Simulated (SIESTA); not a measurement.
Crystal: BeTe.

```xyz
2
Lattice="0.0000 2.7700 2.7700 2.7700 0.0000 2.7700 2.7700 2.7700 0.0000" Properties=species:S:1:pos:R:3 pbc="T T T"
Te    4.1550    4.1550    4.1550
Be    0.0000    0.0000    0.0000
```

Base run:

```yaml
Program: SIESTA 5.4.2
Functional: PBE
Potentials_or_basis: PseudoDojo 0.4 standard (PBE files)
Basis: DZP (energy shift 0.003 Ry; two zetas on semicore shells)
Grid_cutoff: 800 Ry
Energy_shift: 0.003 Ry
k_mesh: 8 × 8 × 8
Occupations: fermi-dirac, width 0.05 eV
Spin: no spin polarisation
```

Its results: band gap on the k mesh 1.94 eV, indirect (least direct gap 3.56 eV); pressure 3.8 GPa.

Question: The run is repeated on the same cell with these changes: potentials or basis from PseudoDojo 0.4 standard (PBE files) to Ansatz NC with PseudoDojo 0.4 standard (PBE files). What comes out?

Answer: Band gap on the k mesh 1.98 eV, indirect (least direct gap 3.61 eV); pressure 4.7 GPa.

Caveats: spin-orbit coupling is left out, which moves the levels of the heavy elements; the basis of atomic orbitals isn't converged, which shifts pressures, moduli and gaps; short orbitals over semicore shells can move pressures by several GPa (some runs).
